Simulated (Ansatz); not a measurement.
# LiF (Griceite) (Fm-3m) in Ansatz: notebook

One crystal, LiF (Griceite), is run at these levels: r2SCAN+D4, r2SCAN50+D3(BJ); tasks: electric field gradients, Born charges and dielectric tensor.

Everything below comes from runs of Ansatz 0.2.0. Logs are shortened: lines on timing, memory, paths and dates and some standing lists are left out, and cuts for length are marked.

**Experimental background.**

From a printed reference work, monograph, for a bulk crystal of LiF: high-frequency dielectric constant 1.93.

How close the calculation comes is told below.

## Step 1: Starting point

Symmetry: Fm-3m, No. 225, cubic system. The conventional cell has a = 4.028 Å, b = 4.028 Å, c = 4.028 Å, α = 90.00°, β = 90.00°, γ = 90.00°. F (site symmetry m-3m) is surrounded by 6 Li at 2.01 Å. Li (site symmetry m-3m) is surrounded by 6 F at 2.01 Å.

## Step 2: Electric field gradients, r2SCAN+D4

File input.yaml:

```yaml
crystal:
  lattice: { a: 4.028, b: 4.028, c: 4.028, alpha: 90.0, beta: 90.0, gamma: 90.0 }
  space_group: 225
  reduce_to_primitive: true
  atoms:
    - { symbol: F, wyckoff: "4b", position: [0.5, 0.0, 0.0] }
    - { symbol: Li, wyckoff: "4a", position: [0.0, 0.0, 0.0] }
hamiltonian:
  xc: r2scan
  pseudopotentials: { kind: paw, source: jth }
  dispersion: d4
kpoints:
  mp_grid: { grid: [11, 11, 11] }
scf:
  occupations: { method: methfessel_paxton, width: 0.1 }
output:
  forces: true
  stress: true
  eigenvalues: true
  efg: {}
  write_density: true
  write_potential: true
  elf: true
  volumetric_format: npy
```

Potentials or basis: JTH PAW.

The run is started by

```console
$ ansatz run input.yaml --threads 1 --pin off --max-ram 2560MiB --backend cpu --events-out ev --progress --plain --runs-dir out
```

The log of the run:

```text
Warning: the checks of this F dataset prove no rule for summing its radial tables, as where they were carried onto another mesh than they were made on, and Gregory's rule is taken, under which a leading mesh point left out moves its sums only by what lay on the interval it spanned. That does not make them correct, and they differ from Quantum ESPRESSO's on this file; a re-export a fraction of a mesh step off can move them. hamiltonian.pseudopotentials.radial_quadrature: simpson_from_first_knot sums it by `pw.x`'s rule; on a PAW file no value gives `pw.x`'s numbers. What more to know: hamiltonian.pseudopotentials.radial_quadrature, in the input reference
Warning: the checks of this Li dataset prove no rule for summing its radial tables, as where they were carried onto another mesh than they were made on, and Gregory's rule is taken, under which a leading mesh point left out moves its sums only by what lay on the interval it spanned. That does not make them correct, and they differ from Quantum ESPRESSO's on this file; a re-export a fraction of a mesh step off can move them. hamiltonian.pseudopotentials.radial_quadrature: simpson_from_first_knot sums it by `pw.x`'s rule; on a PAW file no value gives `pw.x`'s numbers. What more to know: hamiltonian.pseudopotentials.radial_quadrature, in the input reference
Warning: RAYON_NUM_THREADS=1 ignored (pool sized by the plan → 1); use --threads N
crystal.space_group: 225 is read as Fm-3m: the typed cell holds F4Li4 (F 4b, Li 4a). Least distances (Å): F–F 2.848, F–Li 2.014, Li–Li 2.848
crystal.space_group generates its sites in this order, which a site index counts, at these fractional coordinates of the primitive cell where crystal.reduce_to_primitive is true, and else of the cell that is read (crystal.supercell repeats the list replica by replica, and crystal.defects acts on that): 0: F [0.500000, 0.500000, 0.500000]; 1: Li [0.000000, 0.000000, 0.000000];
Engine: ansatz 0.2.0, x86_64-unknown-linux-gnu
Pseudopotentials: kind: paw
Pseudopotential: F, paw, valence charge 7, recommended cutoff 1500 eV (normal), F.paw.azcp
Pseudopotential: Li, paw, valence charge 3, recommended cutoff 1170 eV (normal), Li.paw.azcp
Functional definition: r2SCAN
  parameter k0 = 0.174
  parameter k1 = 0.065
  parameter a1 = 4.9479
  exchange = r2scan_x(k0 = k0, k1 = k1, a1 = a1)
  correlation = r2scan_c
Crystal: 2 atoms, lattice volume = 16.338 Å³
Basis set: ecut = 1500 eV, 2109 PW (Γ), exchange–correlation on 144×144×144 points (64 copies of the dense FFT grid, shifted against one another)
Bands: 9, of which v1, the nominal top of the filled ones, is band 5 counted from 1 (4 counted from 0)
Symmetry: 48 space group operations
Space group: Fm-3m (ITA 225), of the structure as read, at distance tolerance 2.5e-5 Å
k-points: 56 of 1331
Non-local potential: F, projectors of the file, l = 0: 2, l = 1: 2
Non-local potential: Li, projectors of the file, l = 0: 3, l = 1: 2
PAW form: soft (Blöchl's): semilocal exchange-correlation on the pseudo side does not see the compensation charge
PAW frozen core: F, regenerated for the run's functional (the file was generated under x = pbe(κ = 0.804, μ = 0.2195149727645171), c = pbe(β = 0.06672455060314922))
PAW one-centre angular grid: F, 302 points (default); XC on 160 Gauss nodes
PAW one-centre angular grid: Li, 302 points (default); XC on 160 Gauss nodes
Initial density: superposition of atomic densities (chi_scale 0.1, normalization cell, long waves kept (reshape's long-wave potential 0.00 eV rms))
Initial wavefunctions: pseudopotential atomic-orbital guess
Functional: x = r2scan, c = r2scan; τ floored in thin density (d = 2e-4 eV/Å³)
iter 1 solved again at ethr=2.55e-3 eV; its pass at ethr=3.10e-3 eV (dr2=2.55e-1 eV) is discarded
SCF iter   1: F=—  HF=-1017.664230 eV  |F-HF|=—  |Δ(HF+E_count)|=         —  Δρ=5.60e-2  dr2=2.55e-1  dr2_τ=4.11e-2  ethr=2.55e-3  ⟨swp⟩=1.0  Hψ=4815  notcnv=0
preconditioner: auto → none  [insulator: Δε(μ)=9.438 eV  Ē_g=23.770 eV  σ=0.100 eV  W_gap=1.00  n_scr=0 (ndim 8)  ℏωp=26.0 eV  f_vac=0.000  D(μ)=0.00/eV (n_scr^D=0)  ε∞_Penn≈2.2]
SCF iter   2: F=—  HF=-1018.302521 eV  |F-HF|=—  |Δ(HF+E_count)|=   6.38e-1  S|Δr|=    0.00e0  Δρ=2.73e-2  dr2=6.32e-2  dr2_τ=1.92e-2  ethr=2.55e-3  ⟨swp⟩=2.0  Hψ=1008  notcnv=0
SCF iter   3: F=—  HF=-1018.381641 eV  |F-HF|=—  |Δ(HF+E_count)|=   7.91e-2  S|Δr|=    0.00e0  Δρ=1.67e-2  dr2=2.50e-2  dr2_τ=8.03e-3  ethr=6.32e-4  ⟨swp⟩=3.0  Hψ=1020  notcnv=0
SCF iter   4: F=—  HF=-1018.372971 eV  |F-HF|=—  |Δ(HF+E_count)|=   8.67e-3  S|Δr|=    0.00e0  Δρ=1.29e-3  dr2=7.30e-5  dr2_τ=2.77e-5  ethr=2.50e-4  ⟨swp⟩=2.3  Hψ=873  notcnv=0
SCF iter   5: F=—  HF=-1018.372916 eV  |F-HF|=—  |Δ(HF+E_count)|=   5.51e-5  S|Δr|=    0.00e0  Δρ=5.86e-4  dr2=1.78e-5  dr2_τ=1.57e-5  ethr=7.30e-7  ⟨swp⟩=2.7  Hψ=731  notcnv=0
SCF iter   6: F=—  HF=-1018.372935 eV  |F-HF|=—  |Δ(HF+E_count)|=   1.85e-5  S|Δr|=    0.00e0  Δρ=3.14e-5  dr2=4.21e-8  dr2_τ=8.73e-8  ethr=1.00e-9  ⟨swp⟩=7.0  Hψ=4069  notcnv=0
SCF iter   7: F=-1018.372935 eV  HF=-1018.372935 eV  |F-HF|=4.36e-9  |Δ(HF+E_count)|=   6.31e-8  S|Δr|=    0.00e0  Δρ=7.36e-6  dr2=3.42e-9  dr2_τ=1.29e-9  ethr=4.21e-10  ⟨swp⟩=8.2  Hψ=3483  notcnv=0
SCF 1 converged in 7 iterations: F = -1018.372935 eV  dr2 = 3.42e-9
SCF converged after 7 iterations
Stability not checked: this state was not tested for a lower state beside it, because cold or Methfessel-Paxton smearing, or corrected tetrahedra, fill the levels in a way that the test cannot read (fill_not_monotonic; see scf.lower_state_search)
Free energy (F): -1018.372935 eV
Harris-Foulkes:  -1018.372935 eV  (|F-HF|=4.36e-9)
Internal energy: -1018.372935 eV  (E = F + TS)
E sigma→0 (E₀):  -1018.372935 eV
Fermi energy:    5.388888 eV
Step filling:    the computed levels leave a gap of 10.0539 eV = 100.5 smearing widths at the electron count; against every level under it full and every level over it empty, smearing changes F+E_penalty+E_count by +0.00e0 meV and its σ→0 estimate by +0.00e0 meV
--- Per-component energies (eV) ---
  E_band       = -128.414820
  E_kinetic    = 307.606072
  E_local      = -641.808771  (includes V_loc(G=0)·N_el)
  E_nonlocal   = -36.619467
  E_hartree    = 225.637711
  E_xc         = -111.440179
  E_vxc        = -163.708607  (∫ρ·V_xc dr)
  E_paw        = -204.534449  (= ΣΔE_a)
  E_vpaw       = -57.571050  (= ΣTr[D̂ρ^β])
  E_aug_tail   = -0.000038  (compensation charges beyond the density's cutoff)
  E_vtau       = 12.412459  (kinetic-family band-sum trace: ∫τ·v_τ [+ j·A + Jᵃ·Aᵃ] dr)
  E_ewald      = -557.129686
  E_disp       = -0.052748  (pairwise vdW)
  E_core_change = -0.031380  (= ΣΔE_core)
  E_smearing   = -0.000000  (= −TS)
  E_closure    = -0.000000  (closes the sum)
  Σ components = -1018.372935   (vs F -1018.372935, Δ=0.00e0)
--- Forces (eV/Å), atoms counted from 1 ---
  atom   1  F     -0.00000000     0.00000000    -0.00000000
  atom   2  Li     0.00000000    -0.00000000     0.00000000
  max |Σ_I F_I| component: 6.31e-30 eV/Å
--- Stress (GPa, compression-positive) ---
       -2.135222      -0.000000      -0.000000
       -0.000000      -2.135222      -0.000000
       -0.000000      -0.000000      -2.135222
  P = ⅓ Tr σ = -2.1352 GPa (-21.352 kbar)
--- PAW observables at the nuclei: V_zz in 10²¹ V/m², potentials from the cell's mean, atoms counted from 1 ---
  atom   1  F  V_zz =    -0.000000   η = 0.0000   by run symmetry: forbidden
            electrostatic potential = -735.268978 V   contact ρ = none
  atom   2  Li V_zz =    +0.000000   η = 0.0000   by run symmetry: forbidden
            electrostatic potential = -167.221950 V   contact ρ = none
--- Band table (eV; the first three rows and the last of 56) ---
  k-point 0: bands = ["-41.5498", "-20.7449", "0.3613", "0.3613", "0.3613", "10.4152", "25.9721", "25.9721", "25.9721"]
  k-point 1: bands = ["-41.5453", "-20.7135", "0.1229", "0.3416", "0.3416", "10.6670", "23.2944", "24.7407", "24.7407"]
  k-point 2: bands = ["-41.5331", "-20.6275", "-0.4725", "0.2897", "0.2897", "11.2646", "20.8643", "23.3339", "23.3339"]
  k-point 55: bands = ["-41.4777", "-20.1007", "-1.8091", "-1.5588", "-0.4180", "16.3779", "16.5770", "19.4557", "21.0336"]
```

Run time: 6.6 s. Hardware: 1 thread of AMD EPYC 7B13 (Zen 3), shared host; peak memory 0.57 GiB.

Results:

- Free energy: -1018.3729 eV
- Pressure: -2.1 GPa
- Band gap on the k mesh: 10.05 eV, direct

Caveat: odd divisions of the mesh miss points on the zone boundary, where band edges often lie, so the gap on the mesh can be too wide.

## Step 3: Electric field gradients, r2SCAN+D4

File input.yaml:

```yaml
crystal:
  lattice:
    - [0.0, 2.014, 2.014]
    - [2.014, 0.0, 2.014]
    - [2.014, 2.014, 0.0]
  atoms:
    - { symbol: F, position: [0.5, 0.5, 0.5] }
    - { symbol: Li, position: [0.0, 0.0, 0.0] }
hamiltonian:
  xc: r2scan
  pseudopotentials: { kind: paw, source: jth }
  dispersion: d4
kpoints:
  mp_grid: { grid: [11, 11, 11] }
scf:
  occupations: { method: methfessel_paxton, width: 0.1 }
output:
  forces: true
  stress: true
  eigenvalues: true
  efg: {}
  write_density: true
  write_potential: true
  elf: true
  volumetric_format: npy
```

Potentials or basis: JTH PAW.

The run is started by

```console
$ ansatz run input.yaml --threads 1 --pin off --max-ram 2560MiB --backend cpu --events-out ev --progress --plain --runs-dir out
```

The log of the run:

```text
Warning: the checks of this F dataset prove no rule for summing its radial tables, as where they were carried onto another mesh than they were made on, and Gregory's rule is taken, under which a leading mesh point left out moves its sums only by what lay on the interval it spanned. That does not make them correct, and they differ from Quantum ESPRESSO's on this file; a re-export a fraction of a mesh step off can move them. hamiltonian.pseudopotentials.radial_quadrature: simpson_from_first_knot sums it by `pw.x`'s rule; on a PAW file no value gives `pw.x`'s numbers. What more to know: hamiltonian.pseudopotentials.radial_quadrature, in the input reference
Warning: the checks of this Li dataset prove no rule for summing its radial tables, as where they were carried onto another mesh than they were made on, and Gregory's rule is taken, under which a leading mesh point left out moves its sums only by what lay on the interval it spanned. That does not make them correct, and they differ from Quantum ESPRESSO's on this file; a re-export a fraction of a mesh step off can move them. hamiltonian.pseudopotentials.radial_quadrature: simpson_from_first_knot sums it by `pw.x`'s rule; on a PAW file no value gives `pw.x`'s numbers. What more to know: hamiltonian.pseudopotentials.radial_quadrature, in the input reference
Warning: RAYON_NUM_THREADS=1 ignored (pool sized by the plan → 1); use --threads N
Engine: ansatz 0.2.0, x86_64-unknown-linux-gnu
Pseudopotentials: kind: paw
Pseudopotential: F, paw, valence charge 7, recommended cutoff 1500 eV (normal), F.paw.azcp
Pseudopotential: Li, paw, valence charge 3, recommended cutoff 1170 eV (normal), Li.paw.azcp
Functional definition: r2SCAN
  parameter k0 = 0.174
  parameter k1 = 0.065
  parameter a1 = 4.9479
  exchange = r2scan_x(k0 = k0, k1 = k1, a1 = a1)
  correlation = r2scan_c
Crystal: 2 atoms, lattice volume = 16.338 Å³
Basis set: ecut = 1500 eV, 2109 PW (Γ), exchange–correlation on 144×144×144 points (64 copies of the dense FFT grid, shifted against one another)
Bands: 9, of which v1, the nominal top of the filled ones, is band 5 counted from 1 (4 counted from 0)
Symmetry: 48 space group operations
Space group: Fm-3m (ITA 225), of the structure as read, at distance tolerance 2.5e-5 Å
[... 32 lines left out ...]
  E_local      = -641.808769  (includes V_loc(G=0)·N_el)
  E_nonlocal   = -36.619467
  E_hartree    = 225.637709
  E_xc         = -111.440179
  E_vxc        = -163.708607  (∫ρ·V_xc dr)
  E_paw        = -204.534448  (= ΣΔE_a)
  E_vpaw       = -57.571050  (= ΣTr[D̂ρ^β])
  E_aug_tail   = -0.000038  (compensation charges beyond the density's cutoff)
  E_vtau       = 12.412458  (kinetic-family band-sum trace: ∫τ·v_τ [+ j·A + Jᵃ·Aᵃ] dr)
  E_ewald      = -557.129686
  E_disp       = -0.052748  (pairwise vdW)
  E_core_change = -0.031380  (= ΣΔE_core)
  E_smearing   = -0.000000  (= −TS)
  E_closure    = 0.000000  (closes the sum)
  Σ components = -1018.372935   (vs F -1018.372935, Δ=0.00e0)
--- Forces (eV/Å), atoms counted from 1 ---
  atom   1  F      0.00000000    -0.00000000     0.00000000
  atom   2  Li    -0.00000000     0.00000000    -0.00000000
  max |Σ_I F_I| component: 4.79e-29 eV/Å
--- Stress (GPa, compression-positive) ---
       -2.135221      -0.000000      -0.000000
       -0.000000      -2.135221       0.000000
        0.000000      -0.000000      -2.135221
  P = ⅓ Tr σ = -2.1352 GPa (-21.352 kbar)
--- PAW observables at the nuclei: V_zz in 10²¹ V/m², potentials from the cell's mean, atoms counted from 1 ---
  atom   1  F  V_zz =    -0.000000   η = 0.0000   by run symmetry: forbidden
            electrostatic potential = -735.268978 V   contact ρ = none
  atom   2  Li V_zz =    -0.000000   η = 0.0000   by run symmetry: forbidden
            electrostatic potential = -167.221950 V   contact ρ = none
--- Band table (eV; the first three rows and the last of 56) ---
  k-point 0: bands = ["-41.5498", "-20.7449", "0.3613", "0.3613", "0.3613", "10.4152", "25.9721", "25.9721", "25.9721"]
  k-point 1: bands = ["-41.5453", "-20.7135", "0.1229", "0.3416", "0.3416", "10.6670", "23.2944", "24.7407", "24.7407"]
  k-point 2: bands = ["-41.5331", "-20.6275", "-0.4725", "0.2897", "0.2897", "11.2646", "20.8643", "23.3339", "23.3339"]
  k-point 55: bands = ["-41.4777", "-20.1007", "-1.8091", "-1.5588", "-0.4180", "16.3779", "16.5770", "19.4557", "21.0336"]
```

v_z.tsv:

```text
# z_ang	v_es[eV]	v_tot[eV]
# format = ansatz-planar-average/11
# xc	r2scan
# density_cutoff_ev	6000
# datasets	F=:gregory:soft:shift=0	Li=:gregory:soft
# lattice	0.000000000	2.014000000	2.014000000
# lattice	2.014000000	0.000000000	2.014000000
# lattice	2.014000000	2.014000000	0.000000000
# sites	2
# site	9	2.014000000	2.014000000	2.014000000
# site	3	0.000000000	0.000000000	0.000000000
0.000000	4.339757e0	-3.757752e0
0.079117	4.350422e0	-3.792726e0
0.158235	4.379137e0	-3.823337e0
0.237352	4.419979e0	-3.821681e0
0.316470	4.464349e0	-3.824686e0
0.395587	4.506690e0	-3.873079e0
[... 28 lines left out ...]
2.689991	4.379137e0	-3.823337e0
2.769109	4.350422e0	-3.792726e0
```

It took 6.6 s on 1 thread of AMD EPYC 7B13 (Zen 3), shared host; peak memory 0.58 GiB.

What came out:

```yaml
Free_energy: -1018.3729 eV
Pressure: -2.1 GPa
Band_gap_on_the_k_mesh: 10.05 eV, direct
```

Levels at points of the mesh, in eV from the valence-band top:
| k point | band 3 | band 4 | band 5 | band 6 | band 7 | band 8 |
| --- | --- | --- | --- | --- | --- | --- |
| (0.00, 0.00, 0.00) | 0.00 | 0.00 | 0.00 | 10.05 | 25.61 | 25.61 |

Caveat: odd divisions of the mesh miss points on the zone boundary, where band edges often lie, so the gap on the mesh can be too wide.

[end of part 1 of 2]
